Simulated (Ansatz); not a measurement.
# 1T-VSSe monolayer in a perpendicular field, part 2 of 3

Wanted: the out-of-plane response of the 1T-VSSe monolayer. A positive field points along +c.

Ansatz 0.2.0; plane-wave DFT, PBE-D3(BJ), Ansatz PAW.

So far. Step 2 (Relaxation): The lattice constant a goes from 3.250 to 3.223 Å.

## Step 3: Single point, field 0

A sawtooth potential applies the field, turning back in the middle of the vacuum. With the dipole correction the typed value is the field outside the slab. The induced dipole is small, so the SCF threshold is tight.

The cell differs from the one that the last finished run ended in (c 37.766 → 21.056 Å).

The input, input.yaml:

```yaml
crystal:
  lattice:
    - [3.2225457308, 0.0, 0.0]
    - [-1.6112728654, 2.7908064677, 0.0]
    - [0.0, 0.0, 21.0559611512]
  atoms:
    - { symbol: Se, position: [0.6666666667, 0.3333333333, 0.4274323996], spin: -0.04 }
    - { symbol: V, position: [0.0, 0.0, 0.5056544659], spin: 0.48 }
    - { symbol: S, position: [0.3333333333, 0.6666666667, 0.5725676004], spin: -0.01 }
magnetization:
  spin_polarized: true
kpoints:
  mp_grid: { grid: [18, 18, 1] }
  band_path:
    path: [[0, 0, 0], [0.5, 0, 0], [0.33333333, 0.33333333, 0], [0, 0, 0]]
    npoints: 16
hamiltonian:
  xc: pbe
  dispersion: d3bj
scf:
  occupations: { method: fermi_dirac, width: 0.02585 }
  convergence: { dr2_threshold: 1.0e-10 }
efield:
  axis: 3
  dipole_correction: true
  ramp_position: 0.97
  ramp_width: 0.06
  amplitude: 0
output:
  dos: { projected: true, e_range: [-6, 5] }
  write_potential: true
  write_density: true
  volumetric_format: npy
  elf: true
```

Run with:

```console
ansatz run input.yaml --threads 2 --pin off --max-ram 3072MiB --backend cpu --events-out ev --progress --plain --runs-dir out
```

Numbers of over 12 decimals in the logs are rounded to 6 here.

Log:

```text
[...]
Crystal: 3 atoms, lattice volume = 189.367 Å³
Basis set: ecut = 420 eV, 3755 PW (Γ)
Bands: 22, of which v1, the nominal top of the filled ones, is band 18 counted from 1 (17 counted from 0)
Symmetry: 6 space group operations
k-points: 37 of 324 (time reversal used)
[...]
Starting moments: Σ|m| = 0.53 μB on 3 of 3 sites
[...]
SCF iter   1: F=—  HF=-9285.997271 eV  |F-HF|=—  |Δ(HF+E_count)|=         —  Δρ=1.52e-2 (↑1.52e-2 ↓1.02e-2)  dr2=1.89e0  dr2_m=4.38e-2  M=0.205 μB ∫|m|=0.265 μB  β_m=0.57  ethr=3.10e-3  p=0.000 e·Å  D=5.96e-7 V/Å  ΔV_dip=-0.00 eV  dr2_dipole=3.39e-2  V_vac-E_F(+/−)=5.71/5.71 eV  ⟨swp⟩=10.5  Hψ=9700  notcnv=0
[...]
efield: sawtooth ramp at fractional position 0.9700 (set: `efield.ramp_position`, or a place that a band, a saddle search or an elastic batch's reference lends), width 0.0600; the density the first Hamiltonian is built on has a dipole p = 0.000 e·Å; the dipole correction subtracts the counter field D = 5.96e-7 V/Å, which shifts the + side's vacuum level by -0.00 eV against the − side's; the planar-averaged density in the ramp window peaks in size at 7.8e-6 e/Å³
[...]
SCF iter   2: F=—  HF=-9286.227737 eV  |F-HF|=—  |Δ(HF+E_count)|=   2.30e-1  Δρ=7.14e-3 (↑7.14e-3 ↓6.48e-3)  dr2=4.46e-1  dr2_m=1.83e-3  M=0.293 μB ∫|m|=0.343 μB  β_m=0.42  ethr=3.10e-3  p=-0.015 e·Å  D=-1.48e-2 V/Å  ΔV_dip=0.31 eV  dr2_dipole=1.01e-2  V_vac-E_F(+/−)=5.39/5.07 eV  ⟨swp⟩=2.0  Hψ=2903  notcnv=0  defer=4
density mixer auto → msr1: a metal under ldos (density of states about μ 1.08 of a free-electron gas's, 12 screened modes)
SCF iter   3: F=—  HF=-9286.739081 eV  |F-HF|=—  |Δ(HF+E_count)|=   5.11e-1  Δρ=4.40e-3 (↑2.75e-3 ↓4.40e-3)  dr2=4.87e-2  dr2_m=9.64e-3  M=0.389 μB ∫|m|=0.453 μB  β_m=0.64  ethr=1.27e-3  p=-0.025 e·Å  D=-2.43e-2 V/Å  ΔV_dip=0.51 eV  dr2_dipole=9.19e-4  V_vac-E_F(+/−)=5.19/4.68 eV  ⟨swp⟩=2.0  Hψ=2440  notcnv=0  defer=4
[...]
SCF iter  13: F=-9286.833369 eV  HF=-9286.833369 eV  |F-HF|=1.82e-12  |Δ(HF+E_count)|=  2.36e-11  Δρ=4.60e-8 (↑4.60e-8 ↓4.01e-8)  dr2=6.53e-12  dr2_m=2.04e-12  M=0.582 μB ∫|m|=0.739 μB  ethr=1.00e-12  p=-0.027 e·Å  D=-2.62e-2 V/Å  ΔV_dip=0.55 eV  dr2_dipole=5.71e-13  V_vac-E_F(+/−)=5.45/4.90 eV  ⟨swp⟩=2.6  Hψ=6029  notcnv=0
SCF 1 converged in 13 iterations: F = -9286.833369 eV  dr2 = 6.53e-12
[...]
NSCF: frozen V_eff on 49 k-points
efield: sawtooth ramp at fractional position 0.9700 (kept from the solve that this one continues, or follows in the run), width 0.0600; the density the first Hamiltonian is built on has a dipole p = -0.027 e·Å; the dipole correction subtracts the counter field D = -2.62e-2 V/Å, which shifts the + side's vacuum level by +0.55 eV against the − side's; the planar-averaged density in the ramp window peaks in size at 7.4e-6 e/Å³
SCF converged after 13 iterations
Magnetization: 0.5824 μB (17.7912 up, 17.2088 down)
Absolute magnetization: 0.7364 μB (∫|ρ↑−ρ↓|, with the PAW one-centre terms)
[...]
Per-site moments (μB) at R_I (Å): [(-0.037471, 1.024989), (0.511629, 0.962696), (-0.00437865, 0.962696)]
Free energy (F): -9286.833369 eV
[...]
Internal energy: -9286.830079 eV  (E = F + TS)
E sigma→0 (E₀):  -9286.831724 eV
Entropy (-TS):   -0.003290 eV (-1.097 meV/atom)
Fermi energy:    -0.686459 eV
Dipole field:    D = -0.026180 V/Å  (p = -0.027398 e·Å, saw-weighted, corrected)
Work function:   Φ+ = 5.4484 eV   Φ− = 4.8972 eV
Levels:          The Fermi level and band energies are counted from a zero that moves with the ramp; work functions are not
[...]
--- Band table (eV; the first three rows and the last of 74) ---
  k-point 0 ↑: bands = [... 14 lower, -3.0303, -1.0488, -1.0488, -0.7908, 0.1936, 0.1936, 2.7191, 2.7191]
  k-point 1 ↑: bands = [... 14 lower, -2.8125, -1.1996, -1.1419, -0.8442, 0.1560, 0.2552, 2.4938, 2.6715]
  k-point 2 ↑: bands = [... 14 lower, -2.5675, -1.7257, -1.3518, -0.9136, 0.1151, 0.3697, 2.0265, 2.5583]
  k-point 36 ↓: bands = [... 14 lower, -4.1434, -3.5271, -3.4867, 0.4579, 0.5080, 0.5478, 1.9929, 2.2390]
```

Run time: 66 s. Hardware: 2 threads of AMD EPYC (Zen 3), shared host; peak memory 0.7 GiB.

In the SCF lines HF is the Harris–Foulkes energy and dr2 the Hartree energy of the density residual, in eV; the loop may stop once dr2 is under the threshold and the program's other checks hold. Hψ counts applications of the Hamiltonian.

This step gave:

| Item | Value |
| --- | --- |
| energy at zero smearing | -9286.8317 eV |
| total moment | 0.5824 μB |
| site moments | -0.03747, 0.5116, -0.004379 μB |
| work function, upper face | 5.448 eV |
| work function, lower face | 4.897 eV |
| dipole along the normal | -0.02740 e·Å |
| step between the vacuum levels | 0.5513 eV |

Running mean over a fixed 2.8 Å (it still follows the layers) of the planar mean; the ramp of the sawtooth is left out. Electron's electrostatic potential energy less the Fermi level against z:

```
z (Å)  electron's electrostatic potential energy less the Fermi level (eV)
  3.0                                                                 4.90
  3.5                                                                 4.90
  4.0                                                                 4.90
  4.5                                                                 4.90
  5.0                                                                 4.89
  5.5                                                                 4.88
  6.0                                                                 4.84
  6.5                                                                 4.65
  7.0                                                                 3.80
  7.5                                                                 2.11
  8.0                                                                0.253
  8.5                                                                -1.58
  9.0                                                                -3.69
  9.5                                                                -5.89
 10.0                                                                -6.90
 10.5                                                                -7.34
 11.0                                                                -7.65
 11.5                                                                -7.01
 12.0                                                                -4.80
 12.5                                                                -2.24
 13.0                                                               0.0579
 13.5                                                                 2.45
 14.0                                                                 4.46
 14.5                                                                 5.25
 15.0                                                                 5.41
 15.5                                                                 5.44
 16.0                                                                 5.45
 16.5                                                                 5.45
 17.0                                                                 5.45
 17.5                                                                 5.45
 18.0                                                                 5.45
```

The density of states has structure finer than the step of the table below, so its rows give means over 0.2 eV, whole bins alone (the curve runs from -6 to 1.99 eV). Peaks (eV: height): total -4.87: 8.85, -4.81: 6.83, -3.35: 5.99, -2.64: 5.90, 0.70: 7.44, 1.06: 14.1, 1.64: 8.06; up -4.87: 6.86, -4.29: 3.21, -3.49: 3.47, -2.64: 4.17, 0.59: 4.69, 0.70: 7.05, 1.06: 11.1; down -4.81: 5.22, -3.35: 4.76, -2.50: 3.01, 0.34: 3.14, 1.17: 4.13, 1.28: 5.32, 1.64: 8.06.

Density of states against energy, zero at the Fermi level; means over each step; values in states/eV a cell:

```
energy (eV)  total     up   down
       -5.8  0.795  0.402  0.393
       -5.6  0.863  0.453  0.410
       -5.4   1.34  0.745  0.596
       -5.2   1.62  0.795  0.823
       -5.0   2.75   1.51   1.24
       -4.8   4.82   2.44   2.39
       -4.6   2.51   1.18   1.33
       -4.4   1.58  0.874  0.711
       -4.2   1.73  0.810  0.921
       -4.0  0.950  0.577  0.372
       -3.8   2.38   1.32   1.06
       -3.6   2.94   1.74   1.20
       -3.4   3.96   1.59   2.37
       -3.2   2.03   1.01   1.02
       -3.0   2.99   1.81   1.18
       -2.8   3.83   1.79   2.04
       -2.6   3.99   2.05   1.94
       -2.4   3.67   1.65   2.02
       -2.2   2.33   1.17   1.16
       -2.0   2.44   1.27   1.17
       -1.8   2.55   1.20   1.36
       -1.6   1.70  0.821  0.875
       -1.4   1.34  0.726  0.617
       -1.2   1.53  0.831  0.703
       -1.0   1.14  0.509  0.626
       -0.8  0.913  0.585  0.328
       -0.6   1.03  0.788  0.246
       -0.4   1.52   1.06  0.460
       -0.2   2.30   1.62  0.681
        0.0   1.44  0.623  0.819
        0.2   1.64  0.459   1.18
        0.4   1.69  0.287   1.40
        0.6   2.86   2.37  0.491
        0.8   3.72   3.38  0.333
        1.0   5.89   4.26   1.63
        1.2   3.69  0.298   3.40
        1.4   1.62      0   1.62
        1.6   3.03      0   3.03
        1.8  0.457      0  0.457
```

Projected DOS per atom over height of the atomic layer and energy from the Fermi level. Layers: Se V S from below.

Ten even steps from '_' (0.04 states/eV) to '@' (3.70 states/eV), each cell a mean:
```
__..__
__==__
::@@..
..**__
__--__
__--__
__--__
__..__
....__
..____
::..::
::..::
------
::----
::::::
::::--
____..
..__..
--..==
::__::
..____
______
```
Columns: height of the atomic layer (Å) from 9 to 12.1 (not evenly spaced); rows upwards: energy from the Fermi level (eV) from -5.96 to 1.96.

Projected DOS per atom, spin up over height of the atomic layer and energy from the Fermi level. Layers: Se V S from below.

Ten even steps from '0' (0.00 states/eV) to '9' (2.14 states/eV), each cell a mean:
```
000
000
181
291
010
020
040
020
110
110
211
211
323
233
112
223
101
101
313
212
101
000
```
Columns: height of the atomic layer (Å) from 9 to 12.1 (not evenly spaced); rows upwards: energy from the Fermi level (eV) from -5.96 to 1.96.

Projected DOS per atom, spin down over height of the atomic layer and energy from the Fermi level. Layers: Se V S from below.

Ten even steps from '0' (0.03 states/eV) to '9' (1.89 states/eV), each cell a mean:
```
020
190
291
010
050
030
010
000
100
100
202
212
334
223
223
212
001
101
314
202
100
000
```
Columns: height of the atomic layer (Å) from 9 to 12.1 (not evenly spaced); rows upwards: energy from the Fermi level (eV) from -5.96 to 1.96.

Deep bands are left out, so band numbers here count from the lowest band kept and differ from the log's. Electronic bands along the path, in eV, zero at the Fermi level; # counts the bands kept:

```
  point  up #5  up #6  up #7  up #8  down #5  down #6  down #7  down #8
      Γ  -0.36  -0.36  -0.10   0.88     0.21     0.21     0.45     0.85
halfway  -1.74  -1.09  -0.57   0.80    -1.70    -0.86    -0.06     1.28
      M  -2.48  -0.99  -0.97   0.67    -2.44    -0.99    -0.50     1.27
halfway  -2.72  -2.53  -0.02   0.77    -2.64    -2.47     0.41     1.33
      K  -2.92  -2.91   0.59   0.64    -2.84    -2.80     1.14     1.19
halfway  -2.21  -1.56  -0.18   0.59    -2.07    -1.49     0.37     0.96
      Γ  -0.36  -0.36  -0.10   0.88     0.21     0.21     0.45     0.85
```

Spin density in the ca plane at fractional y = 0.000, with atoms of V within 0.2 Å of it.

Ten even steps from '0' (-0.01 e/Å³) to '9' (0.59 e/Å³), each cell a mean:
```
00000000000000000000001375210000000000000000
00000000000000000000000011000000000000000000
00000000000000000000000000000000000000000000
00000000000000000000000000000000000000000000
00000000000000000000000000000000000000000000
00000000000000000000000000000000000000000000
00000000000000000000000133100000000000000000
00000000000000000000002598310000000000000000
```
Columns run along c (16.0 Å, from fractional 0.09 to 0.85 of the cell), rows up along a (3.2 Å). Atoms in or near the plane, at fractional coordinates: V at (0.51, 0.00).

ELF in the ca plane at fractional y = 0.000, with atoms of V within 0.2 Å of it. It is the smooth field of the valence electrons, not physical close to the nuclei.

Values, 5 rows by 16 columns, each cell a mean:
```
0.00 0.00 0.00 0.00 0.05 0.22 0.27 0.64 0.27 0.17 0.02 0.00 0.00 0.00 0.00 0.00
0.00 0.00 0.00 0.03 0.31 0.62 0.52 0.20 0.56 0.59 0.18 0.01 0.00 0.00 0.00 0.00
0.00 0.00 0.00 0.06 0.48 0.73 0.64 0.31 0.71 0.74 0.31 0.02 0.00 0.00 0.00 0.00
0.00 0.00 0.00 0.02 0.21 0.52 0.43 0.26 0.45 0.47 0.11 0.01 0.00 0.00 0.00 0.00
0.00 0.00 0.00 0.00 0.03 0.15 0.25 0.71 0.26 0.10 0.01 0.00 0.00 0.00 0.00 0.00
```
Columns run along c (16.0 Å, from fractional 0.16 to 0.92 of the cell), rows up along a (3.2 Å). Atoms in or near the plane, at fractional coordinates: V at (0.51, 0.00).

Valence density in the ca plane at fractional y = 0.000, with atoms of V within 0.2 Å of it. It is the smooth field of the valence electrons, not physical close to the nuclei.

Values in units of 1e0 e/Å³, 5 rows by 16 columns, each cell a mean:
```
0.0 0.0 0.0 0.0 0.0 0.1 0.6 6.1 0.8 0.1 0.0 0.0 0.0 0.0 0.0 0.0
0.0 0.0 0.0 0.0 0.0 0.3 0.4 0.4 0.4 0.2 0.0 0.0 0.0 0.0 0.0 0.0
0.0 0.0 0.0 0.0 0.1 0.4 0.4 0.2 0.5 0.3 0.0 0.0 0.0 0.0 0.0 0.0
0.0 0.0 0.0 0.0 0.0 0.2 0.4 1.0 0.4 0.2 0.0 0.0 0.0 0.0 0.0 0.0
0.0 0.0 0.0 0.0 0.0 0.1 0.8 9.0 1.0 0.1 0.0 0.0 0.0 0.0 0.0 0.0
```
Columns run along c (16.0 Å, from fractional 0.16 to 0.92 of the cell), rows up along a (3.2 Å). Atoms in or near the plane, at fractional coordinates: V at (0.51, 0.00).

The work function of the upper face is 5.45 eV.

## Step 4: Single point, field 0.1 V/Å

Edit input.yaml of step 3 so:

```diff
@@ -25,7 +25,6 @@
   dipole_correction: true
-  ramp_position: 0.97
-  ramp_width: 0.06
-  amplitude: 0
+  ramp_position: 0.9288
+  ramp_width: 0.1425
+  amplitude: 0.1
 output:
-  dos: { projected: true, e_range: [-6, 5] }
   write_potential: true
@@ -33,2 +32 @@
   volumetric_format: npy
-  elf: true
```

Log:

```text
[...]
Crystal: 3 atoms, lattice volume = 189.367 Å³
Basis set: ecut = 420 eV, 3755 PW (Γ)
Bands: 22, of which v1, the nominal top of the filled ones, is band 18 counted from 1 (17 counted from 0)
Symmetry: 6 space group operations
k-points: 37 of 324 (time reversal used)
[...]
Starting moments: Σ|m| = 0.53 μB on 3 of 3 sites
[...]
k-point 0 ↑: bands = [... 14 lower, -3.0416, -1.0554, -1.0554, -0.7916, 0.1871, 0.1871, 2.7124, 2.7124]
  k-point 1 ↑: bands = [... 14 lower, -2.8227, -1.2061, -1.1485, -0.8458, 0.1500, 0.2487, 2.4866, 2.6648]
  k-point 2 ↑: bands = [... 14 lower, -2.5776, -1.7328, -1.3585, -0.9163, 0.1096, 0.3631, 2.0198, 2.5518]
  k-point 36 ↓: bands = [... 14 lower, -4.1474, -3.5426, -3.4823, 0.4511, 0.5019, 0.5420, 1.9868, 2.2349]
[key lines of the parts left out:]
SCF converged after 13 iterations
Magnetization: 0.5841 μB (17.7921 up, 17.2079 down)
Free energy (F): -9286.831927 eV
Fermi energy:    -0.692394 eV
Dipole field:    D = -0.001377 V/Å  (p = -0.001441 e·Å, saw-weighted, corrected)
```

Elapsed: 68 s, on 2 threads; peak memory 0.7 GiB.

The dipole is -0.00144 e·Å, 0.0260 e·Å from its value without field.

(Part 2 of 3 ends here.)

[Logs are printed without paths, hosts, clocks, repeated set-up lines and the standing remarks that a program may print on its own settings, such as how far it seeks lower states.]

[Hosts, paths, dates, database ids (printed as entryN), source tags and the programs' standing remarks are cut or masked in the printed files.]

[Maps of the electrostatic potential energy from Ansatz leave out the sawtooth potential of an applied field or a dipole correction, so their vacuum need not be flat; planar profiles and work functions include it.]

[The density of states shown here was stored with 400 of the rows of the run's finer table, so its peaks can read low, often by over a quarter, or be missed, and its means over a window can be off by a tenth or more.]
